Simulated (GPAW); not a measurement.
Write an ASE script for GPAW 26.7.0 that does the following.

```
Task                : single point
Functional          : TPSS
Potentials or basis : GPAW PAW data sets (gpaw-data 1.2.1)
Cutoff              : 800 eV
Basis               : pw
k mesh              : 10 × 10 × 6
Occupations         : fermi-dirac, width 0.05 eV
Spin                : no spin polarisation
Eigensolver         : davidson
Maxiter             : 150
```

The structure of WC lies in WC.xyz:

```xyz
2
Lattice="1.6403461100 -2.1180379000 0.0000000000 1.6403461100 2.1180379000 0.0000000000 0.0000000000 0.0000000000 4.3094211000" Properties=species:S:1:pos:R:3 pbc="T T T"
W      1.6403461100      0.0000000000      2.1547105500
C      0.0000000000      0.0000000000      0.0000000000
```

The cell was built by a generator and needn't be a form met in nature.

The input as run:

run.py

```python
from ase.dft.bandgap import bandgap
from ase.io import read, write
from ase.units import GPa
from gpaw import GPAW, PW

atoms = read('WC.xyz')

calc = GPAW(mode=PW(800),
            xc='MGGA_X_TPSS+MGGA_C_TPSS',
            kpts={'size': (10, 10, 6), 'gamma': True},
            occupations={'name': 'fermi-dirac', 'width': 0.05},
            nbands=19,
            convergence={'density': 1e-05, 'energy': 1e-05},
            eigensolver='davidson',
            maxiter=150,
            txt='gpaw.txt')
atoms.calc = calc
energy = atoms.get_potential_energy()
forces = atoms.get_forces()
stress = atoms.get_stress()
calc.write('gs.gpw')
write('result.traj', atoms)
print(f'Energy: {energy:.6f} eV')
print('Forces (eV/A):')
print(forces.round(4))
print('Stress (GPa):', (stress / GPa).round(3))
print('Fermi level:', round(calc.get_fermi_level(), 4), 'eV')
print(f'Gap: {bandgap(calc)[0]:.4f} eV, direct: {bandgap(calc, direct=True)[0]:.4f} eV')
```

Potentials or basis: GPAW PAW data sets (gpaw-data 1.2.1), pw.

Launch:

```bash
$ OMP_NUM_THREADS=1 python run.py
```

Results of the run:

```yaml
Pressure: -34.9 GPa
Band_gap_on_the_k_mesh: none (metal or under the smearing width)
```

Caveat: a pressure of tens of GPa on the cell as given is suspect, and the run, the potentials or the cell itself is likely at fault; the PAW data sets were made with another functional, which shifts forces and pressure a little.

Wall time 4.9 min on 1 thread of Arm Neoverse V1 (shared host), peak memory 0.36 GiB.
